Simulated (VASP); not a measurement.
# Si (P1) in VASP: a series of runs

The runs below take Si through single point, molecular dynamics, with PBEsol.

All numbers are computed with VASP 6.6.1; they aren't measurements. Logs are shortened: lines on timing, memory, paths and dates and some standing lists are left out, and cuts for length are marked.

### 1 The structure

The typed cell holds 16 atoms: a = 8.045 Å, b = 8.045 Å, c = 8.045 Å, α = 60.00°, β = 60.00°, γ = 60.00°.

The cell was built by a generator and needn't be a form met in nature.

### 2 Single point, PBEsol

The input, INCAR:

```
ALGO = Fast ; EDIFF = 1E-6
ENCUT = 520 ; GGA = PS
ISIF = 2 ; ISMEAR = -1
LASPH = T ; LCHARG = F
LREAL = Auto ; LWAVE = F
NBANDS = 46 ; NELM = 100
PREC = Accurate ; SIGMA = 0.36
```

The input, KPOINTS:

```
k-points
0
Gamma
  2 2 2
```

The input, POSCAR:

```
Si
1.0
    0.0000000000      5.6889540000      5.6889540000
    5.6889540000      0.0000000000      5.6889540000
    5.6889540000      5.6889540000      0.0000000000
Si
16
Direct
   -0.0454301441      0.1504406610     -0.0427231438
    0.1518205280      0.1301996817      0.0959754640
    0.0314205388     -0.0685978477      0.4448005732
    0.1789432644     -0.0642473115      0.7013767381
   -0.0434702056      0.4821800282      0.0901044375
    0.0612326976      0.7691308455      0.0416333126
   -0.0243893693      0.4417947482      0.5919102176
    0.1720966631      0.5807833918      0.6932293705
    0.4969103283     -0.0336793020     -0.0285113924
    0.5302117050      0.1172535408      0.1555382589
    0.4783919856      0.0468363780      0.4893957659
    0.6551204316      0.1245483792      0.5658070007
    0.5496880446      0.4631870815     -0.0331783312
    0.6713800112      0.5019112477      0.1668408639
    0.5207108372      0.4981583609      0.4930959189
    0.6192438891      0.6544876264      0.5793068462
```

Potentials or basis: VASP PAW PBE potentials, release 64 (Si).

On the command line:

```console
$ cat potpaw_PBE.64/Si/POTCAR > POTCAR
$ mpirun -np 1 vasp_std > vasp.out
```

OUTCAR:

```text
EDIFF = 1E-6
   ENCUT = 520
   GGA = PS
   ISIF = 2
   ISMEAR = -1
   LASPH = T
   LREAL = Auto
   NELM = 100
   PREC = Accurate

 ion  position               nearest neighbor table
   1  0.955  0.150  0.957-   2 2.26   6 2.54   7 2.68   4 2.68  13 2.95  10 3.05
   2  0.152  0.130  0.096-   1 2.26   9 2.31   3 2.39   5 2.45
   3  0.031  0.931  0.445-   2 2.39  12 2.53   8 2.58   4 2.87
   4  0.179  0.936  0.701-   6 2.28  11 2.46   1 2.68   3 2.87   8 2.92  16 3.06
   5  0.957  0.482  0.090-  14 2.00   2 2.45   6 2.63   8 2.67
   6  0.061  0.769  0.042-   4 2.28   1 2.54   5 2.63
   7  0.976  0.442  0.592-  16 2.52   1 2.68   8 2.90
   8  0.172  0.581  0.693-  15 2.36   3 2.58   5 2.67   7 2.90   4 2.92
   9  0.497  0.966  0.971-   2 2.31  10 2.50  12 2.68  14 3.08
  10  0.530  0.117  0.156-  11 2.30  13 2.46   9 2.50   1 3.05
  11  0.478  0.047  0.489-  12 2.22  10 2.30   4 2.46  16 2.59
  12  0.655  0.125  0.566-  11 2.22  15 2.48   3 2.53   9 2.68  14 3.13
  13  0.550  0.463  0.967-  14 2.46  10 2.46  16 2.59   1 2.95
  14  0.671  0.502  0.167-   5 2.00  15 2.27  13 2.46   9 3.08  12 3.13
  15  0.521  0.498  0.493-  16 2.26  14 2.27   8 2.36  12 2.48
  16  0.619  0.654  0.579-  15 2.26   7 2.52  13 2.59  11 2.59   4 3.06

  LATTYP: Found a face centered cubic cell.
 ALAT       =    11.3779080000

  Lattice vectors:

 A1 = (   0.0000000000,   5.6889540000,   5.6889540000)
 A2 = (   5.6889540000,   0.0000000000,   5.6889540000)
 A3 = (   5.6889540000,   5.6889540000,   0.0000000000)

Analysis of symmetry for initial positions (statically):
=====================================================================
 Subroutine PRICEL returns:
 Original cell was already a primitive cell.

 Routine SETGRP: Setting up the symmetry group for a
 face centered cubic supercell.

 Subroutine GETGRP returns: Found  1 space group operations
 (whereof  1 operations were pure point group operations)
 out of a pool of 48 trial point group operations.

The static configuration has the point symmetry C_1 .

Analysis of symmetry for dynamics (positions and initial velocities):
=====================================================================
 Subroutine PRICEL returns:
 Original cell was already a primitive cell.

 Routine SETGRP: Setting up the symmetry group for a
 face centered cubic supercell.

 Subroutine GETGRP returns: Found  1 space group operations
 (whereof  1 operations were pure point group operations)
 out of a pool of 48 trial point group operations.

The dynamic configuration has the point symmetry C_1 .

 Subroutine INISYM returns: Found  1 space group operations
 (whereof  1 operations are pure point group operations),
 and found     1 'primitive' translations

----------------------------------------------------------------------------------------

                                     Primitive cell

  volume of cell :     368.2369

  direct lattice vectors                    reciprocal lattice vectors
     0.000000000  5.688954000  5.688954000    -0.087889619  0.087889619  0.087889619
     5.688954000  0.000000000  5.688954000     0.087889619 -0.087889619  0.087889619
     5.688954000  5.688954000  0.000000000     0.087889619  0.087889619 -0.087889619

  length of vectors
     8.045395903  8.045395903  8.045395903     0.152229286  0.152229286  0.152229286

  position of ions in fractional coordinates (direct lattice)
     0.954569856  0.150440661  0.957276856
     0.151820528  0.130199682  0.095975464
     0.031420539  0.931402152  0.444800573
     0.178943264  0.935752689  0.701376738
     0.956529794  0.482180028  0.090104438
     0.061232698  0.769130846  0.041633313
[... 8 lines left out ...]
     0.520710837  0.498158361  0.493095919
     0.619243889  0.654487626  0.579306846

  ion indices of the primitive-cell ions
   primitive index   ion index
                 1           1
                 2           2
                 3           3
                 4           4
                 5           5
                 6           6
[... 8 lines left out ...]
                15          15
                16          16

----------------------------------------------------------------------------------------

 KPOINTS: k-points

Automatic generation of k-mesh.
 Grid dimensions read from file:
 generate k-points for:    2    2    2

 Generating k-lattice:

  Cartesian coordinates                     Fractional coordinates (reciprocal lattice)
    -0.043944810  0.043944810  0.043944810     0.500000000  0.000000000  0.000000000
     0.043944810 -0.043944810  0.043944810     0.000000000  0.500000000  0.000000000
     0.043944810  0.043944810 -0.043944810     0.000000000  0.000000000  0.500000000

  Length of vectors
     0.076114643  0.076114643  0.076114643

  Shift w.r.t. Gamma in fractional coordinates (k-lattice)
     0.000000000  0.000000000  0.000000000

 Subroutine IBZKPT returns following result:
 ===========================================

 Found      8 irreducible k-points:

 Following reciprocal coordinates:
            Coordinates               Weight
  0.000000  0.000000  0.000000      1.000000
  0.500000  0.000000  0.000000      1.000000
  0.000000  0.500000  0.000000      1.000000
  0.000000  0.000000  0.500000      1.000000
  0.500000  0.500000  0.500000      1.000000
  0.500000  0.500000  0.000000      1.000000
  0.000000  0.500000  0.500000      1.000000
  0.500000  0.000000  0.500000      1.000000
   k-points           NKPTS =      8   k-points in BZ     NKDIM =      8   number of bands    NBANDS=     46
   number of dos      NEDOS =    301   number of ions     NIONS =     16
   total plane-waves  NPLWV = 216000
   dimension x,y,z NGX =    60 NGY =   60 NGZ =   60
   dimension x,y,z NGXF=   120 NGYF=  120 NGZF=  120
   ions per type =              16
   NGX,Y,Z   is equivalent  to a cutoff of  12.40, 12.40, 12.40 a.u.
   NGXF,Y,Z  is equivalent  to a cutoff of  24.80, 24.80, 24.80 a.u.
 SYSTEM =  unknown system
   PREC   = accura    normal or accurate (medium, high low for compatibility)
   ISTART =      0    job   : 0-new  1-cont  2-samecut
   ICHARG =      2    charge: 1-file 2-atom 10-const
   ISPIN  =      1    spin polarized calculation?
   LNONCOLLINEAR =      F non collinear calculations
   LSORBIT =      F    spin-orbit coupling
   LASPH  =      T    aspherical Exc in radial PAW
   ENCUT  =  520.0 eV  38.22 Ry    6.18 a.u.  14.96 14.96 14.96*2*pi/ulx,y,z
   NELM   =    100;   NELMIN=  2; NELMDL= -5     # of ELM steps
   EDIFF  = 0.1E-05   stopping-criterion for ELM
   LREAL  =      T    real-space projection
   EDIFFG = 0.1E-04   stopping-criterion for IOM
   NSW    =      0    number of steps for IOM
   IBRION =     -1    ionic relax: 0-MD 1-quasi-New 2-CG
   NFREE  =      0    steps in history (QN), initial steepest desc. (CG)
   ISIF   =      2    stress and relaxation
   ISYM   =      2    0-nonsym 1-usesym 2-fastsym
   POTIM  = 0.5000    time-step for ionic-motion
   TEBEG  =    0.0;   TEEND  =   0.0 temperature during run
   PSTRESS=    0.0 pullay stress
   NELECT =      64.0000    total number of electrons
   NUPDOWN=      -1.0000    fix difference up-down
   EMIN   =  10.00;   EMAX   =-10.00  energy-range for DOS
   EFERMI =   0.00;   METHOD = LEGACY
   ISMEAR =    -1;   SIGMA  =   0.36  broadening in eV -4-tet -1-fermi 0-gaus
   EFERMI_NEDOS =   21; number of points for ismear=-14 and -15
   IALGO  =     68    algorithm
   IMIX   =      4    mixing-type and parameters
     AMIX     =   0.40;   BMIX     =  1.00
     AMIX_MAG =   1.60;   BMIX_MAG =  1.00
  volume/ion in A,a.u.               =      23.01       155.31
  Fermi-wavevector in a.u.,A,eV,Ry     =   0.913606  1.726465 11.356462  0.834676
  Thomas-Fermi vector in A             =   2.038137
   LORBIT       =      0    0 simple, 1 ext, 2 COOP (PROOUT), +10 PAW based schemes
   GGA     = PS    functional components
   LHFCALC =     F    Hartree Fock is set to
   AEXX    =    0.0000 exact exchange contribution
   IVDW    =     0    specifies the selected vdW correction
   LEPSILON=     F    determine dielectric tensor
   LRPA    =     F    only Hartree local field effects (RPA)
 non-spin polarized calculation
 RMM-DIIS sequential band-by-band and
  energy-cutoff  :      520.00
  volume of cell :      368.24
 maximum number of plane-waves:      9922
 NGX is ok and might be reduce to    60
   NGX = 29   NGY = 29   NGZ = 29

 number of electron      64.0000000 magnetization

 Free energy of the ion-electron system (eV)
  ---------------------------------------------------
  ext. energy  EPLUGINS =         0.00000000
  ---------------------------------------------------
  free energy    TOTEN  =       -81.91378888 eV

  energy without entropy =      -78.75323429  energy(sigma->0) =      -80.33351159

 E-fermi :   4.6163     XC(G=0):  -9.0880

 val. band max:        4.6126967471   @ k =   0.5000   0.5000   0.5000
 cond. band min:       4.6580761047   @ k =   0.0000   0.0000   0.0000
 fundamental gap:      0.0453793576
 Fermi energy:         4.6163418404

 k-point     1 :       0.0000    0.0000    0.0000
  band No.  band energies     occupation
      1      -7.0837      2.00000
      2      -5.3281      2.00000
      3      -5.2927      2.00000
      4      -4.7609      2.00000
      5      -4.5066      2.00000
      6      -3.9861      2.00000
[... 36 lines left out ...]
     43       6.4340      0.01275
     44       6.6717      0.00661

 k-point     2 :       0.5000    0.0000    0.0000
  band No.  band energies     occupation
      1      -6.5894      2.00000
      2      -6.3404      2.00000
      3      -4.9929      2.00000
      4      -4.7208      2.00000
      5      -4.5941      2.00000
      6      -4.3817      2.00000
[... 274 lines left out ...]
 k-point     8 :       0.5000    0.0000    0.5000
  band No.  band energies     occupation
      1      -6.6592      2.00000
      2      -5.6557      2.00000
      3      -5.4016      2.00000
      4      -5.3810      2.00000
      5      -5.0969      2.00000
      6      -4.1249      2.00000
[... 36 lines left out ...]
     43       7.7657      0.00032
     44       7.8618      0.00024
 [bands above 44 left out]

------------------------ aborting loop because EDIFF is reached ----------------------------------------

  FORCE on cell =-STRESS in cart. coord.  units (eV):
  Direction    XX          YY          ZZ          XY          YZ          ZX
  --------------------------------------------------------------------------------------
  -------------------------------------------------------------------------------------
  Total      -13.2006629    -10.9540733     -8.6272083      1.1933491      9.8650530     -3.6950992
  in kB      -57.4353221    -47.6605403    -37.5364854      5.1921931     42.9222762    -16.0771635
  external PRESSURE =     -47.5441159 kB  Pullay stress =       0.0000000 kB

 VOLUME and BASIS-vectors are now :
 -----------------------------------------------------------------------------
  energy-cutoff  :      520.00
  volume of cell :      368.24
      direct lattice vectors                 reciprocal lattice vectors
     0.000000000  5.688954000  5.688954000    -0.087889619  0.087889619  0.087889619
     5.688954000  0.000000000  5.688954000     0.087889619 -0.087889619  0.087889619
     5.688954000  5.688954000  0.000000000     0.087889619  0.087889619 -0.087889619

 POSITION                                       TOTAL-FORCE (eV/Angst)
 -----------------------------------------------------------------------------------
      6.30175     10.87641      6.28635        -0.466946     -1.835173     -0.858104
      1.28670      1.40970      1.60440         0.935074      0.661568      0.241940
      7.82915      2.70920      5.47745         0.931702      0.663401     -0.377115
      9.31355      5.00810      6.34145        -0.519535     -1.173565      0.671217
      3.25570      5.95425      8.18475        -2.001620      3.332977      5.474540
      4.61240      0.58520      4.72390         0.100447      0.593560     -0.766702
[... 8 lines left out ...]
      5.63920      5.76750      5.79630        -0.397496      0.201800     -1.251446
      7.01900      6.81850      7.24620         0.890169      1.487158      0.762128
 -----------------------------------------------------------------------------------
    total drift:                               -0.001976     -0.001511      0.000824

  FREE ENERGIE OF THE ION-ELECTRON SYSTEM (eV)
  ---------------------------------------------------
  free  energy   TOTEN  =       -81.9137888827 eV

  energy  without entropy=      -78.7532342910  energy(sigma->0) =      -80.33351159
```

Wall time 1.8 min (1 thread of Intel Xeon 6975P-C (Granite Rapids), shared host); peak memory 0.47 GiB.

Results:

```yaml
Free_energy: -81.9138 eV
Pressure: -4.8 GPa
Largest_force: 6.715 eV/Å
Band_gap_on_the_k_mesh: none (metal or under the smearing width)
```

Forces in eV/Å, atoms in the order of the input:
```
Si  -0.467 -1.835 -0.858
Si   0.935  0.662  0.242
Si   0.932  0.663 -0.377
Si  -0.520 -1.174  0.671
Si  -2.002  3.333  5.475
Si   0.100  0.594 -0.767
Si   0.570  0.735 -0.199
Si   0.300 -1.311 -0.774
Si  -0.433  0.693  0.734
Si  -0.870 -0.693  0.942
Si  -0.982 -0.486 -1.936
Si   1.050  1.735  0.793
Si  -0.276  0.157  0.144
Si   1.170 -4.762 -3.602
Si  -0.397  0.202 -1.251
Si   0.890  1.487  0.762
```

Caveat: the k mesh is coarse (spacing up to 0.48 Å⁻¹), so the values aren't converged; the PAW data sets were made with another functional, which shifts forces and pressure a little.

### 3 Single point, PBEsol

The input, INCAR:

```
ALGO     = Fast           # electronic algorithm
EDIFF    = 1E-7           # SCF threshold, eV
ENCUT    = 520            # plane-wave cutoff, eV
GGA      = PS             # functional
ISIF     = 2              # what is computed and relaxed
ISMEAR   = -1             # smearing method
LASPH    = T              # aspherical terms in the spheres
LCHARG   = T              # write CHGCAR
LELF     = T              # ELF
LREAL    = Auto         
LVHAR    = T            
LWAVE    = F              # write WAVECAR
NBANDS   = 46             # bands
NELM     = 100            # most SCF steps
PREC     = Accurate       # precision mode
SIGMA    = 0.36           # smearing width, eV
```

KPOINTS is that of step 2.

The input, POSCAR:

```
Si
1.0
    0.0000000000      5.6889540000      5.6889540000
    5.6889540000      0.0000000000      5.6889540000
    5.6889540000      5.6889540000      0.0000000000
Si
16
Direct
   -0.0652404642      0.2368537344      0.0244421031
    0.1995973249      0.0788369883      0.1812459725
    0.0545267197     -0.2081050400      0.3943958766
    0.2385148482     -0.1315356039      0.7455676386
    0.0852880864      0.4442117127      0.1835838363
   -0.1089040270      0.9219708931      0.0600022429
    0.0261295838      0.4267304675      0.6360308064
    0.1006248249      0.6863564022      0.7118971256
    0.5963574323     -0.0562054114     -0.1046325915
    0.6031337219      0.1421526699      0.0500267712
    0.4831556029      0.0139305046      0.5114912161
    0.7546817921      0.1467668749      0.4053908680
    0.6133904405      0.4355370073     -0.1353236465
    0.6088113913      0.5393961702      0.1083327445
    0.4895627562      0.4149620475      0.5844659669
    0.6774180280      0.6595940132      0.5562182433
```

Potentials or basis: VASP PAW PBE potentials, release 64 (Si).

On the command line:

```console
$ cat potpaw_PBE.64/Si/POTCAR > POTCAR
$ mpirun -np 1 vasp_std > vasp.out
```

Wall time 2.3 min (1 thread of Intel Xeon 6975P-C (Granite Rapids), shared host); peak memory 0.48 GiB.

The run converged. Its results:

* Free energy: -78.9475 eV
* Pressure: -6.2 GPa
* Largest force: 4.369 eV/Å
* Band gap on the k mesh: none (metal or under the smearing width)

Forces in eV/Å, atoms in the order of the input:
```
Si  -0.016 -0.262  0.236
Si  -0.199 -0.229  0.645
Si   0.335 -0.527  0.029
Si   0.694  0.197 -1.243
Si  -0.275 -0.175 -0.096
Si  -2.177  3.254  1.054
Si   0.248 -0.398  0.242
Si  -0.423  0.499 -0.339
Si   0.124 -0.080 -0.307
Si   0.778 -0.925 -4.198
Si  -0.376 -0.246  1.115
Si   0.437  0.011 -0.390
Si   1.989 -0.639  1.605
Si   0.031  0.310  0.286
Si   0.042  0.093  0.554
Si  -1.212 -0.883  0.808
```

Stress tensor (GPa, compression positive):
```
-8.36 -0.96  0.42
-0.96 -5.38 -1.00
 0.42 -1.00 -4.97
```

Levels at points of the mesh, in eV from the Fermi level:
| k point | band 30 | band 31 | band 32 | band 33 | band 34 | band 35 |
| --- | --- | --- | --- | --- | --- | --- |
| (0.00, 0.00, 0.00) | -0.39 | -0.28 | 0.08 | 0.15 | 0.40 | 0.59 |
| (0.50, 0.00, 0.00) | -0.83 | -0.45 | -0.11 | 0.11 | 0.39 | 0.52 |
| (0.00, 0.50, 0.00) | -0.77 | -0.34 | -0.03 | 0.35 | 0.47 | 0.64 |
| (0.00, 0.00, 0.50) | -0.78 | -0.46 | -0.27 | -0.11 | 0.23 | 0.42 |
| (0.50, 0.50, 0.50) | -0.58 | -0.40 | -0.04 | 0.33 | 0.49 | 0.68 |
| (0.50, 0.50, 0.00) | -0.62 | -0.47 | -0.05 | 0.22 | 0.33 | 0.55 |
| (0.00, 0.50, 0.50) | -0.74 | -0.29 | -0.13 | 0.11 | 0.23 | 0.64 |
| (0.50, 0.00, 0.50) | -0.36 | -0.20 | -0.05 | 0.06 | 0.16 | 0.40 |

Caveat: the k mesh is coarse (spacing up to 0.48 Å⁻¹), so the values aren't converged; the PAW data sets were made with another functional, which shifts forces and pressure a little.

(Part 1 of 2 ends here.)
